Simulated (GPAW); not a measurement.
Input of a GPAW 26.7.0 run:

The input run.py:

```python
from ase.calculators.mixing import SumCalculator
from ase.dft.bandgap import bandgap
from ase.io import read, write
from ase.units import GPa
from dftd3.ase import DFTD3
from gpaw import GPAW, PW, setup_paths

setup_paths.insert(0, '.')

atoms = read('POSCAR')

calc = GPAW(mode=PW(800),
            xc='PBEsol',
            kpts={'size': (9, 9, 9), 'gamma': True},
            occupations={'name': 'methfessel-paxton', 'order': 0, 'width': 0.1},
            nbands=16,
            convergence={'density': 1e-05, 'energy': 1e-05},
            maxiter=150,
            txt='gpaw.txt')
atoms.calc = SumCalculator([calc, DFTD3(method='pbesol', damping='d3bj')])
energy = atoms.get_potential_energy()
forces = atoms.get_forces()
stress = atoms.get_stress()
calc.write('gs.gpw')
write('result.traj', atoms)
print(f'Energy: {energy:.6f} eV')
print('Forces (eV/A):')
print(forces.round(4))
print('Stress (GPa):', (stress / GPa).round(3))
print('Fermi level:', round(calc.get_fermi_level(), 4), 'eV')
print(f'Gap: {bandgap(calc)[0]:.4f} eV, direct: {bandgap(calc, direct=True)[0]:.4f} eV')

path = atoms.cell.bandpath('GXWKGLUWLK,UX', npoints=80, eps=1e-4)
bs_calc = calc.fixed_density(kpts=path, symmetry='off', nbands=26,
                             convergence={'bands': 'CBM+6.0', 'eigenstates': 1e-6}, txt='bands.txt')
bs = bs_calc.band_structure()
bs.write('bs.json')
print(f'Gap on the path: {bandgap(bs_calc)[0]:.4f} eV')
```

Contents of POSCAR:

```
MgS
1.0
    0.0000000000      2.6016500000      2.6016500000
    2.6016500000      0.0000000000      2.6016500000
    2.6016500000      2.6016500000      0.0000000000
S Mg
1 1
Direct
    0.5000000000      0.5000000000      0.5000000000
    0.0000000000      0.0000000000      0.0000000000
```

Potentials or basis: PAW data sets generated in the run's folder for this functional, pw.

The run is started by

```bash
$ gpaw-setup -f PBEsol Mg S
$ OMP_NUM_THREADS=1 python run.py
```

Question: Estimate the pressure.

Answer: -3.7 GPa.

Question: What does it give for the band gap along the path?

Answer: 2.71 eV, indirect (least direct gap 3.60 eV).

Levels at the corners of the path, in eV from the valence-band top:
```csv
point,band 6,band 7,band 8,band 9,band 10,band 11
Γ,0.00,0.00,0.00,3.60,7.81,7.81
X,-4.25,-1.70,-1.70,2.71,4.23,11.87
W,-3.28,-3.28,-2.39,5.21,7.81,7.81
K,-3.75,-3.23,-1.38,3.82,6.59,9.60
Γ,0.00,0.00,0.00,3.60,7.81,7.81
L,-4.89,-0.60,-0.60,4.39,6.80,6.80
U,-3.75,-3.23,-1.38,3.82,6.59,9.60
W,-3.28,-3.28,-2.39,5.21,7.81,7.81
L,-4.89,-0.60,-0.60,4.39,6.80,6.80
K,-3.75,-3.23,-1.38,3.82,6.59,9.60
U,-3.75,-3.23,-1.38,3.82,6.59,9.60
X,-4.25,-1.70,-1.70,2.71,4.23,11.87
```

Caveat: the mesh misses the band edges, which the band path finds closer together.
